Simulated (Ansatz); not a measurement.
# Sn: energy and pressure over a range of volumes

An exercise on one series of results from a longer session: the logs are not shown, and one member is left open.

Program: Ansatz 0.2.0. Level of theory: DFT LDA, scalar-relativistic. These are calculated values, not measurements.

## The system as given

Symmetry: Immm, No. 71, orthorhombic system. Conventional cell: a = 3.382 Å, b = 3.909 Å, c = 4.216 Å, α = 90.00°, β = 90.00°, γ = 90.00°. Around Sn (site symmetry mmm) lie 10 Sn at 3.34 to 3.38 Å.

Coordinates:

```
Sn
1.0
    -1.69122    1.95466    2.10787
     1.69122   -1.95466    2.10787
     1.69122    1.95466   -2.10787
Sn
1
Cartesian
  0.0000 0.0000 0.0000
```

Structure from a Materials Project entry, not relaxed further.

The first run:

The input, input.yaml:

```yaml
crystal:
  lattice:
    - [-1.6569893071, 1.9150981989, 2.0652062125]
    - [1.6569893071, -1.9150981989, 2.0652062125]
    - [1.6569893071, 1.9150981989, -2.0652062125]
  atoms:
    - { symbol: Sn, position: [0.0, 0.0, 0.0] }
kpoints:
  mp_grid: { grid: [13, 13, 13] }
scf:
  occupations: { method: fermi_dirac, width: 0.08 }
hamiltonian:
  xc: lda
  pseudopotentials: { kind: all_electron, lapw: { basis_error: 0.00025 } }
output:
  forces: true
  stress: true
  eigenvalues: true
```

Launch:

```sh
ansatz run input.yaml --threads 1 --pin off --max-ram 2048MiB --backend cpu --events-out ev --progress --plain --runs-dir out
```

Steps of the session up to this table: Volume × 0.9405, LAPW; Volume × 0.9405, PAW; Volume × 0.9405, crystal datasets; Volume × 0.97, LAPW; Volume × 0.97, PAW; Volume × 1.03, LAPW; Volume × 1.03, PAW; Volume × 1.06, LAPW; Volume × 1.06, PAW; Volume × 1.06, crystal datasets.

One of the session's tables, all rows but one given; the rest of the session is left out.

```
          method  volume (Å³/atom)  pressure (GPa)
            LAPW            26.214           -1.01
            LAPW            27.036               ?
            LAPW            27.872           -3.86
            LAPW            28.709           -4.95
            LAPW            29.545           -5.85
             PAW            26.214           -1.02
             PAW            27.036           -2.56
             PAW            27.872           -3.87
             PAW            28.709           -4.95
             PAW            29.545           -5.85
crystal datasets            26.214           -1.01
crystal datasets            27.872           -3.86
crystal datasets            29.545           -5.85
```

**Question.** Estimate the row for LAPW, 27.036.

As computed: pressure (GPa): -2.55. In the column «pressure (GPa)» it lies between PAW, 27.036 (-2.56) and PAW, 26.214 (-1.02).

To keep in mind: Warnings in the runs' records: gradients without spin orbit, crystal datasets made.
